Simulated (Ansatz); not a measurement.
# 1T-SnSeTe monolayer in a perpendicular field, part 2 of 2

What dipole does a perpendicular field induce in the 1T-SnSeTe monolayer? A positive field points along +c.

Ansatz 0.2.0; plane-wave DFT, PBE-D3(BJ), Ansatz PAW.

So far. Step 2 (Relaxation): The lattice constant a goes from 3.827 to 3.936 Å.

### Step 3. Single point, field 0

A sawtooth potential applies the field, turning back in the middle of the vacuum. With the dipole correction the typed value is the field outside the slab. The induced dipole is small, so the SCF threshold is tight.

The cell differs from the one that the last finished run ended in (c 36.171 → 21.422 Å).

Contents of input.yaml:

```yaml
crystal:
  lattice:
    - [3.9360807403, 0.0, 0.0]
    - [-1.9680403702, 3.4087459125, 0.0]
    - [0.0, 0.0, 21.4224475905]
  atoms:
    - { symbol: Te, position: [0.6666666667, 0.3333333333, 0.4201200615] }
    - { symbol: Sn, position: [0.0, 0.0, 0.5068123046] }
    - { symbol: Se, position: [0.3333333333, 0.6666666667, 0.5798799385] }
kpoints:
  mp_grid: { grid: [12, 12, 1] }
  band_path:
    path: [[0, 0, 0], [0.5, 0, 0], [0.33333333, 0.33333333, 0], [0, 0, 0]]
    npoints: 16
hamiltonian:
  xc: pbe
  dispersion: d3bj
scf:
  occupations: { method: fermi_dirac, width: 0.02585 }
  convergence: { dr2_threshold: 1.0e-10 }
efield:
  axis: 3
  dipole_correction: true
  ramp_position: 0.97
  ramp_width: 0.06
  amplitude: 0
output:
  dos: { projected: true, e_range: [-6, 5] }
  write_potential: true
  write_density: true
  volumetric_format: npy
  elf: true
```

Run with:

```sh
$ ansatz run input.yaml --threads 2 --pin off --max-ram 3072MiB --backend cpu --events-out ev --progress --plain --runs-dir out
```

Numbers of over 12 decimals in the logs are rounded to 6 here.

The program printed:

```text
[...]
Crystal: 3 atoms, lattice volume = 287.427 Å³
Basis set: ecut = 420 eV, 5711 PW (Γ)
Bands: 28, of which v1, the nominal top of the filled ones, is band 23 counted from 1 (22 counted from 0)
Symmetry: 6 space group operations
[...]
k-points: 19 of 144 (time reversal used)
[...]
SCF iter   1: F=—  HF=-18474.592746 eV  |F-HF|=—  |Δ(HF+E_count)|=         —  Δρ=1.97e-3  dr2=1.02e-1  ethr=1.77e-3  p=-0.051 e·Å  D=-3.23e-2 V/Å  ΔV_dip=0.69 eV  dr2_dipole=2.59e-2  V_vac-E_F(+/−)=5.43/4.74 eV  ⟨swp⟩=9.9  Hψ=2852  notcnv=0
efield: sawtooth ramp at fractional position 0.9700 (set: `efield.ramp_position`, or a place that a band, a saddle search or an elastic batch's reference lends), width 0.0600; the density the first Hamiltonian is built on has a dipole p = -0.051 e·Å; the dipole correction subtracts the counter field D = -3.23e-2 V/Å, which shifts the + side's vacuum level by +0.69 eV against the − side's; the planar-averaged density in the ramp window peaks in size at 4.7e-6 e/Å³
[...]
SCF iter   2: F=—  HF=-18474.587116 eV  |F-HF|=—  |Δ(HF+E_count)|=   5.63e-3  Δρ=9.38e-4  dr2=7.74e-3  ethr=2.22e-4  p=-0.022 e·Å  D=-1.37e-2 V/Å  ΔV_dip=0.29 eV  dr2_dipole=4.22e-4  V_vac-E_F(+/−)=5.32/5.03 eV  ⟨swp⟩=3.0  Hψ=843  notcnv=0  defer=11
[...]
SCF iter  10: F=-18474.585226 eV  HF=-18474.585226 eV  |F-HF|=2.91e-11  |Δ(HF+E_count)|=  1.60e-10  Δρ=4.37e-8  dr2=5.90e-12  ethr=1.00e-12  p=-0.027 e·Å  D=-1.72e-2 V/Å  ΔV_dip=0.37 eV  dr2_dipole=4.27e-14  V_vac-E_F(+/−)=5.31/4.94 eV  ⟨swp⟩=7.8  Hψ=1541  notcnv=0
SCF 1 converged in 10 iterations: F = -18474.585226 eV  dr2 = 5.90e-12
[...]
NSCF: frozen V_eff on 49 k-points
efield: sawtooth ramp at fractional position 0.9700 (kept from the solve that this one continues, or follows in the run), width 0.0600; the density the first Hamiltonian is built on has a dipole p = -0.027 e·Å; the dipole correction subtracts the counter field D = -1.72e-2 V/Å, which shifts the + side's vacuum level by +0.37 eV against the − side's; the planar-averaged density in the ramp window peaks in size at 2.9e-6 e/Å³
WARN: The output density's exchange-correlation potential varies sharply where the density is thin. Do not read a vacuum level from v_tot or v_xc, or from such a field of the output density. On a cell that repeats whose density bears no net charge and no dipole along the vacuum's axis use v_es (v_loc + v_h of the components); under efield.dipole_correction with no amplitude use v_es + v_field, which holds any externa [...]
SCF converged after 10 iterations
Free energy (F): -18474.585226 eV
[...]
Internal energy: -18474.583296 eV  (E = F + TS)
E sigma→0 (E₀):  -18474.584261 eV
Entropy (-TS):   -0.001930 eV (-0.643 meV/atom)
Fermi energy:    -0.955714 eV
Dipole field:    D = -0.017169 V/Å  (p = -0.027272 e·Å, saw-weighted, corrected)
Work function:   Φ+ = 5.3063 eV   Φ− = 4.9385 eV
Levels:          The Fermi level and band energies are counted from a zero that moves with the ramp; work functions are not
[...]
--- Band table (eV; the first three rows and the last of 19) ---
  k-point 0: bands = [... 19 lower, -2.1457, -2.1457, -0.8243, -0.8243, -0.2273, 1.8640, 2.6760, 2.6760, ... 1 higher]
  k-point 1: bands = [... 19 lower, -2.6606, -2.2811, -1.3958, -0.8781, 0.1729, 2.1525, 2.6507, 2.8310, ... 1 higher]
  k-point 2: bands = [... 19 lower, -2.7341, -2.6041, -2.2936, -1.0270, 0.4139, 2.0625, 3.1795, 3.3052, ... 1 higher]
  k-point 18: bands = [... 19 lower, -4.8833, -4.7098, -2.5369, -2.2421, -0.2675, 2.8633, 3.3799, 4.1974, ... 1 higher]
```

The job ended after 14 s (2 threads of Arm Neoverse V2, shared host; peak memory 0.6 GiB; 27 s of CPU time).

This step gave:

```
energy at zero smearing        : -18474.5843 eV
work function, upper face      : 5.306 eV
work function, lower face      : 4.938 eV
dipole along the normal        : -0.02727 e·Å
step between the vacuum levels : 0.3678 eV
```

Running mean over a fixed 2.5 Å (it still follows the layers) of the planar mean; the ramp of the sawtooth is left out. Table of electron's electrostatic potential energy less the Fermi level by z:

```csv
z (Å),electron's electrostatic potential energy less the Fermi level (eV)
2.98,4.94
3.42,4.94
3.87,4.94
4.17,4.94
4.61,4.94
5.06,4.93
5.50,4.92
5.95,4.89
6.25,4.82
6.69,4.53
7.14,3.63
7.59,2.65
8.03,1.91
8.48,0.640
8.78,-0.251
9.22,-1.39
9.67,-1.63
10.12,-1.93
10.56,-2.80
10.86,-2.97
11.31,-2.85
11.75,-2.54
12.20,-1.98
12.65,-0.810
12.94,0.268
13.39,1.85
13.84,3.24
14.28,4.42
14.73,5.07
15.17,5.24
15.47,5.28
15.92,5.30
16.36,5.30
16.81,5.31
17.26,5.31
17.55,5.31
18.00,5.31
18.45,5.31
```

The density of states has structure finer than the step of the table below, so its rows give means over 0.25 eV, whole bins alone (the curve runs from -6 to 1.99 eV). Peaks (eV: height): -2.910: 5.41, -1.840: 3.25, -1.640: 4.66, -1.340: 14.8, -1.230: 4.32, 0.730: 5.01, 1.360: 3.04.

The density of states by energy, zero at the Fermi level; means over each step:

```csv
energy (eV),density of states (states/eV a cell)
-5.00,0
-4.75,0.712
-4.50,1.58
-4.25,2.00
-4.00,1.02
-3.75,1.43
-3.50,1.71
-3.25,2.08
-3.00,3.32
-2.75,2.67
-2.50,2.08
-2.25,1.50
-2.00,1.32
-1.75,3.09
-1.50,3.66
-1.25,4.22
-1.00,2.37
-0.75,2.14
-0.50,1.46
-0.25,0.915
0.00,1.25
0.25,0.856
0.50,1.06
0.75,2.23
1.00,1.44
1.25,1.60
1.50,0.297
1.75,0
```

Projected DOS per atom over height of the atomic layer and energy from the Fermi level. Layers: Te Sn Se from below.

Ten even steps from '0' (0.00 states/eV) to '9' (2.17 states/eV), each cell a mean:
```
000
111
122
322
111
201
301
602
604
919
415
113
224
436
223
122
112
232
111
000
000
000
```
Columns: height of the atomic layer (Å) from 9 to 12.4 (not evenly spaced); rows upwards: energy from the Fermi level (eV) from -5.96 to 1.96.

Electronic bands along the path, in eV, zero at the Fermi level:

```csv
point,band 20,band 21,band 22,band 23,band 24,band 25,band 26,band 27
Γ,-1.19,-1.19,0.13,0.13,0.73,2.82,3.63,3.63
halfway,-2.34,-2.02,-1.46,-0.27,0.93,3.22,4.44,4.49
M,-2.87,-2.60,-1.36,-0.62,-0.17,3.26,4.02,4.48
halfway,-3.47,-3.02,-1.43,-1.26,0.56,3.95,4.22,4.43
K,-3.93,-3.75,-1.58,-1.29,0.69,3.82,4.34,5.15
halfway,-3.22,-2.01,-1.44,-0.88,1.30,3.67,3.96,4.74
Γ,-1.19,-1.19,0.13,0.13,0.73,2.82,3.63,3.63
```

Valence density in the ca plane at fractional y = 0.000, with atoms of Sn within 0.2 Å of it. It is the smooth field of the valence electrons, not physical close to the nuclei.

Values in units of 1e0 e/Å³, 6 rows by 16 columns, each cell a mean:
```
0.0 0.0 0.0 0.0 0.0 0.1 1.2 5.3 0.4 0.0 0.0 0.0 0.0 0.0 0.0 0.0
0.0 0.0 0.0 0.0 0.1 0.2 0.3 0.4 0.2 0.1 0.0 0.0 0.0 0.0 0.0 0.0
0.0 0.0 0.0 0.0 0.1 0.3 0.2 0.1 0.3 0.2 0.0 0.0 0.0 0.0 0.0 0.0
0.0 0.0 0.0 0.0 0.1 0.3 0.2 0.2 0.2 0.2 0.0 0.0 0.0 0.0 0.0 0.0
0.0 0.0 0.0 0.0 0.0 0.1 0.4 1.0 0.2 0.1 0.0 0.0 0.0 0.0 0.0 0.0
0.0 0.0 0.0 0.0 0.0 0.1 1.7 8.1 0.5 0.0 0.0 0.0 0.0 0.0 0.0 0.0
```
Columns run along c (16.0 Å, from fractional 0.17 to 0.92 of the cell), rows up along a (3.9 Å). Atoms in or near the plane, at fractional coordinates: Sn at (0.51, 0.00).

ELF in the ca plane at fractional y = 0.000, with atoms of Sn within 0.2 Å of it. It is the smooth field of the valence electrons, not physical close to the nuclei.

Values, 6 rows by 16 columns, each cell a mean:
```
0.00 0.00 0.00 0.01 0.06 0.17 0.26 0.11 0.24 0.07 0.01 0.00 0.00 0.00 0.00 0.00
0.00 0.00 0.01 0.09 0.39 0.51 0.40 0.28 0.44 0.39 0.12 0.01 0.00 0.00 0.00 0.00
0.00 0.00 0.02 0.23 0.66 0.61 0.44 0.22 0.60 0.67 0.32 0.03 0.00 0.00 0.00 0.00
0.00 0.00 0.01 0.20 0.62 0.61 0.45 0.25 0.58 0.63 0.28 0.02 0.00 0.00 0.00 0.00
0.00 0.00 0.00 0.05 0.26 0.40 0.36 0.26 0.36 0.26 0.07 0.01 0.00 0.00 0.00 0.00
0.00 0.00 0.00 0.01 0.03 0.13 0.23 0.06 0.23 0.05 0.01 0.00 0.00 0.00 0.00 0.00
```
Columns run along c (16.0 Å, from fractional 0.17 to 0.92 of the cell), rows up along a (3.9 Å). Atoms in or near the plane, at fractional coordinates: Sn at (0.51, 0.00).

Electrostatic potential energy in the ca plane at fractional y = 0.000, with atoms of Sn within 0.2 Å of it. With pseudopotentials it is smooth inside the atoms' cores, unlike the true potential.

Ten even steps from '0' (-14 eV) to '9' (4 eV), each cell a mean:
```
99999999999999986119950479999999999999999999
99999999999999887400101689999999999999999999
99999999999998777642236788999999999999999999
99999999999987556777777777899999999999999999
99999999999986435788887666899999999999999999
99999999999986445788887667899999999999999999
99999999999987667765567778899999999999999999
99999999999998887520004788999999999999999999
99999999999999886205620589999999999999999999
99999999999999986139970379999999999999999999
```
Columns run along c (16.0 Å, from fractional 0.17 to 0.92 of the cell; values clipped at the 3rd and 97th percentile), rows up along a (3.9 Å). Atoms in or near the plane, at fractional coordinates: Sn at (0.51, 0.00).

The work function of the upper face is 5.31 eV.

### Step 4. Atoms held, field 0.1 V/Å

input.yaml: that of step 3 with these lines changed.

```diff
@@ -25,5 +25,4 @@
   ramp_width: 0.06
-  amplitude: 0
+  amplitude: 0.1
 output:
-  dos: { projected: true, e_range: [-6, 5] }
   write_potential: true
@@ -31,2 +30 @@
   volumetric_format: npy
-  elf: true
```

The program printed:

```text
[...]
Crystal: 3 atoms, lattice volume = 287.427 Å³
Basis set: ecut = 420 eV, 5711 PW (Γ)
Bands: 28, of which v1, the nominal top of the filled ones, is band 23 counted from 1 (22 counted from 0)
Symmetry: 6 space group operations
[...]
k-points: 19 of 144 (time reversal used)
[...]
k-point 0: bands = [... 19 lower, -2.1493, -2.1493, -0.8383, -0.8383, -0.2333, 1.8455, 2.6668, 2.6668, ... 1 higher]
  k-point 1: bands = [... 19 lower, -2.6620, -2.2852, -1.4096, -0.8917, 0.1658, 2.1396, 2.6243, 2.8217, ... 1 higher]
  k-point 2: bands = [... 19 lower, -2.7429, -2.6091, -2.3058, -1.0397, 0.4050, 2.0497, 3.1701, 3.2496, ... 1 higher]
  k-point 18: bands = [... 19 lower, -4.8922, -4.7187, -2.5420, -2.2572, -0.2781, 2.8503, 3.3693, 4.1815, ... 1 higher]
[key lines of the parts left out:]
SCF converged after 11 iterations
Free energy (F): -18474.584645 eV
Fermi energy:    -0.966583 eV
Dipole field:    D = 0.009846 V/Å  (p = 0.015640 e·Å, saw-weighted, corrected)
```

It took 15 s on 2 threads; peak memory 0.55 GiB.

The dipole is 0.0156 e·Å, 0.0429 e·Å from its value without field.

### Step 5. Atoms held, field -0.1 V/Å

input.yaml: that of step 4 with these lines changed.

```diff
@@ -25,3 +25,3 @@
   ramp_width: 0.06
-  amplitude: 0.1
+  amplitude: -0.1
 output:
```

The program printed:

```text
[...]
Crystal: 3 atoms, lattice volume = 287.427 Å³
Basis set: ecut = 420 eV, 5711 PW (Γ)
Bands: 28, of which v1, the nominal top of the filled ones, is band 23 counted from 1 (22 counted from 0)
Symmetry: 6 space group operations
[...]
k-points: 19 of 144 (time reversal used)
[...]
k-point 0: bands = [... 19 lower, -2.1432, -2.1432, -0.8113, -0.8113, -0.2227, 1.8803, 2.6841, 2.6841, ... 1 higher]
  k-point 1: bands = [... 19 lower, -2.6601, -2.2781, -1.3830, -0.8656, 0.1785, 2.1630, 2.6697, 2.8392, ... 1 higher]
  k-point 2: bands = [... 19 lower, -2.7265, -2.6002, -2.2823, -1.0154, 0.4216, 2.0717, 3.1878, 3.3378, ... 1 higher]
  k-point 18: bands = [... 19 lower, -4.8755, -4.7019, -2.5328, -2.2281, -0.2581, 2.8749, 3.3889, 4.2116, ... 1 higher]
[key lines of the parts left out:]
SCF converged after 11 iterations
Free energy (F): -18474.590098 eV
Fermi energy:    -0.945878 eV
Dipole field:    D = -0.044172 V/Å  (p = -0.070164 e·Å, saw-weighted, corrected)
```

Wall time 14 s (2 threads); peak memory 0.55 GiB.

The dipole is -0.0702 e·Å, -0.0429 e·Å from its value without field.

### Step 6. Response, atoms held

This step: plane-wave DFT, PBE-D3(BJ), Ansatz PAW; response to a field along the normal, atoms held (Ansatz 0.2.0).

The dipoles give the slope, and the difference of two potentials shows where the field is screened.

Numbers from this step:

```yaml
equivalent_conductor_thickness_p_eps_0ae: 5.786 Å
distance_between_the_outer_atoms: 3.422 Å
```

Dipole of the cell against applied field:

```csv
applied field (V/Å),dipole of the cell (e·Å)
-0.1000,-0.0702
0.0000,-0.0273
0.1000,0.0156
```

Local field over the applied field, running mean. From the potentials at -0.1 and 0.1 V/Å; running mean over 2.5 Å. The local field over applied field by z:

```csv
z (Å),local field over applied field
4.5,0.997
5.0,0.992
5.5,0.979
6.0,0.944
6.5,0.868
7.0,0.736
7.5,0.567
8.0,0.389
8.5,0.221
9.0,0.0958
9.5,0.0411
10.0,0.0293
10.5,0.0255
11.0,0.0318
11.5,0.0517
12.0,0.0865
12.5,0.173
13.0,0.322
13.5,0.499
14.0,0.675
14.5,0.825
15.0,0.924
15.5,0.971
16.0,0.990
16.5,0.997
17.0,0.999
```

Electrons, planar mean, per unit field. The induced electron density by z:

```csv
z (Å),induced electron density (e/Å³ per V/Å)
4.02,3.6e-6
4.31,7.1e-6
4.76,2.0e-5
5.06,3.8e-5
5.50,1.0e-4
5.80,1.8e-4
6.25,4.4e-4
6.55,7.6e-4
6.84,0.00127
7.29,0.00243
7.59,0.00321
8.03,0.00311
8.33,0.00182
8.78,9.2e-4
9.07,6.7e-4
9.37,5.4e-4
9.82,-1.0e-4
10.12,-9.7e-4
10.56,-5.4e-4
10.86,1.2e-4
11.31,7.7e-4
11.60,4.4e-4
12.05,-6.2e-4
12.35,-8.0e-4
12.65,-0.00123
13.09,-0.00275
13.39,-0.00351
13.84,-0.00271
14.13,-0.00181
14.58,-8.4e-4
14.88,-4.8e-4
15.17,-2.7e-4
15.62,-1.0e-4
15.92,-5.4e-5
16.36,-1.9e-5
16.66,-9.6e-6
17.11,-3.4e-6
17.41,-1.6e-6
```

By hand: between -0.1 and 0.1 V/Å the dipole changes by 0.08580 e·Å, a slope of 0.4290 e·Å²/V. A perfect conductor of thickness t has p = ε₀AEt, so t = 180.95 × 0.4290 / 13.417 = 5.79 Å (e/ε₀ = 180.95 V·Å, A in Å²).

The induced dipole is that of a conductor 5.79 Å thick.

### Step 7. Results

| Quantity | Value |
| --- | --- |
| gap without field | none |
| work function, upper face | 5.31 eV |
| step between the vacuum levels | 0.368 eV |
| equivalent conductor thickness, atoms held | 5.79 Å |

The induced dipole equals that of a perfect conductor 5.79 Å thick, while the outer atoms lie 3.42 Å apart. The two faces differ: the vacuum level above lies 0.37 eV higher than the one below. There is no gap over 0.03 eV, with or without the field. Spin-orbit coupling is left out, which matters for the bands of elements this heavy.

[Logs are printed without paths, hosts, clocks, repeated set-up lines and the standing remarks that a program may print on its own settings, such as how far it seeks lower states.]

[Hosts, paths, dates, database ids (printed as entryN), source tags and the programs' standing remarks are cut or masked in the printed files.]

[Maps of the electrostatic potential energy from Ansatz leave out the sawtooth potential of an applied field or a dipole correction, so their vacuum need not be flat; planar profiles and work functions include it.]

[The density of states shown here was stored with 400 of the rows of the run's finer table, so its peaks can read low, often by over a quarter, or be missed, and its means over a window can be off by a tenth or more.]
